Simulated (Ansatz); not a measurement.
# TiO2: the cost of one run

Computed with Ansatz 0.2.0 (DFT PBE, scalar-relativistic, plane waves, PAW, unless a step's input says otherwise).

12 further runs of the same task are left out: 1 for a known fault of the program, 11 set aside as unsound or not needed.

### Step 1. The starting structure

Symmetry: P4_2/mnm, No. 136, tetragonal system. The conventional cell has a = 4.594 Å, b = 4.594 Å, c = 2.959 Å, α = 90.00°, β = 90.00°, γ = 90.00°. Around Ti (site symmetry mmm) lie 6 O at 1.94 to 1.99 Å. O (site symmetry m2m) has 3 Ti at 1.94 to 1.99 Å as nearest neighbours.

Structure file:

```xyz
6
Lattice="4.5940 0.0000 0.0000 0.0000 4.5940 0.0000 0.0000 0.0000 2.9590" Properties=species:S:1:pos:R:3 pbc="T T T"
Ti    0.0000    0.0000    0.0000
Ti    2.2970    2.2970    1.4795
O     1.4058    1.4058    0.0000
O     0.8912    3.7028    1.4795
O     3.1882    3.1882    0.0000
O     3.7028    0.8912    1.4795
```

The structure comes from the Crystallography Open Database.

### Step 7. Plan of the scan

The energy is mapped over a normal mode and a strain (zone-centre modes of the cell shown) (x along [1 0 0], y along [0 1 0], z along [0 0 1] of the conventional cell).

- amplitude of mode 1 (106i cm⁻¹), largest displacement in the unstrained cell: 11 values from −0.087 to 0.087 Å
- equal normal strain along x, y and z: 7 values from −2.50 to 2.50 %

Nothing else is relaxed (the pattern is fixed in fractional coordinates). Energies count from the relaxed high-symmetry cell. Points are written as (first, second).

Displacement patterns for an amplitude of 1 (Å):

```tsv
atom	x1	y1	z1
Ti1	0.000	0.000	-0.668
Ti2	0.000	0.000	-0.668
O3	0.000	0.000	1.000
O4	0.000	0.000	1.000
O5	0.000	0.000	1.000
O6	0.000	0.000	1.000
```

(The set-up runs are not shown.)

### Step 8. Point (−0.052 Å, 0.83 %)

File input.yaml:

```yaml
crystal:
  lattice:
    - [4.6819400349, 0.0, 0.0]
    - [0.0, 4.6819400349, 0.0]
    - [0.0, 0.0, 2.9884637574]
  atoms:
    - { symbol: Ti, position: [0.0, 0.0, 0.0117733187] }
    - { symbol: Ti, position: [0.5, 0.5, 0.5117733187] }
    - { symbol: O, position: [0.3050970583, 0.3050970583, -0.017612146] }
    - { symbol: O, position: [0.1949029417, 0.8050970583, 0.482387854] }
    - { symbol: O, position: [0.6949029417, 0.6949029417, -0.017612146] }
    - { symbol: O, position: [0.8050970583, 0.1949029417, 0.482387854] }
basis:
  ecutwfc: 520.0
kpoints:
  mp_grid: { grid: [6, 6, 10] }
hamiltonian:
  xc: pbe
  pseudopotentials: { kind: paw, azcp: { folder: soft_1 } }
scf:
  occupations: { method: gaussian, width: 0.05 }
output:
  forces: true
  stress: true
  eigenvalues: true
```

On the command line:

```console
$ ansatz run input.yaml --threads 4 --pin off --max-ram 8192MiB --backend cpu --events-out ev --progress --plain --runs-dir out
```

What time and memory should one allow on 4 threads of Arm Neoverse V2, shared host?

About 3.4 s, with a peak of 0.41 GiB.
